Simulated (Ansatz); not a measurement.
Crystal: Ru.

```
CELL_PARAMETERS angstrom
2.70580 0.00000 0.00000
-1.35290 2.34329 0.00000
0.00000 0.00000 4.28190
ATOMIC_POSITIONS crystal
Ru 0.66667 0.33333 0.75000
Ru 0.33333 0.66667 0.25000
```

Base run:

| Item | Value |
| --- | --- |
| Program | Ansatz 0.2.0 |
| Functional | PBE |
| Potentials or basis | all-electron LAPW, scalar-relativistic |
| Cutoff | 281 eV (chosen from the basis error) |
| Basis error allowed | 0.001 eV/atom |
| k mesh | 11 × 11 × 6 |
| Occupations | fermi-dirac, width 0.05 eV |
| Spin | no spin polarisation |

Its results: pressure 4.5 GPa.

**Question.** The run is repeated on the same cell with these changes: functional from PBE to BLYP. What comes out?

**Answer.** Pressure 18.9 GPa.

BLYP binds less tightly than PBE, so the same cell stands under more pressure.

Caveats: so large a pressure means that the cell lies far from this level's equilibrium, or that cutoff or potentials fall short (some runs).
